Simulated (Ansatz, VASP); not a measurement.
## Two plane-wave programs on Bi3S5

```
CELL_PARAMETERS angstrom
7.73300 0.00000 0.00000
-3.86650 6.69698 0.00000
0.00000 0.00000 3.57229
ATOMIC_POSITIONS crystal
Bi 0.67407 0.00000 0.50000
Bi 0.00000 0.67407 0.50000
Bi 0.32593 0.32593 0.50000
S 0.25150 0.00000 0.00000
S 0.00000 0.25150 0.00000
S 0.74850 0.74850 0.00000
S 0.33333 0.66667 0.00000
S 0.66667 0.33333 0.00000
```

Change from the starting cell: species swapped into the Ce3Pd5 type (P-62m, No. 189).

Alike in both runs: functional PBE; k mesh 3 × 3 × 6; occupations gaussian, width 0.1 eV; no spin polarisation.

Ansatz relaxed the structure, and its values are those at the end. VASP's run is a single point on that final structure, the one shown.

|  | VASP | Ansatz |
| --- | --- | --- |
| version | VASP 6.6.1 | Ansatz 0.2.0 |
| potentials or method | VASP PAW PBE potentials, release 64 (Bi_d, S) | scalar-relativistic, plane waves, PAW |
| plane-wave cutoff (eV) | 520 | 420 |
| valence electrons in the cell | 75 | 75 |

Ansatz gave:

- gap on the k mesh at the Fermi level (eV): none
- pressure (GPa): 0.0
- rms of the force components (eV/Å): 0.006

Problem. Estimate VASP's values.

Solution. gap on the k mesh at the Fermi level (eV): none; pressure (GPa): -0.1; rms of the force components (eV/Å): 0.005.

A gap of «none» marks a metal or a gap that the smearing closes.

Caveats: spin-orbit coupling is left out, which moves the levels of the heavy elements.
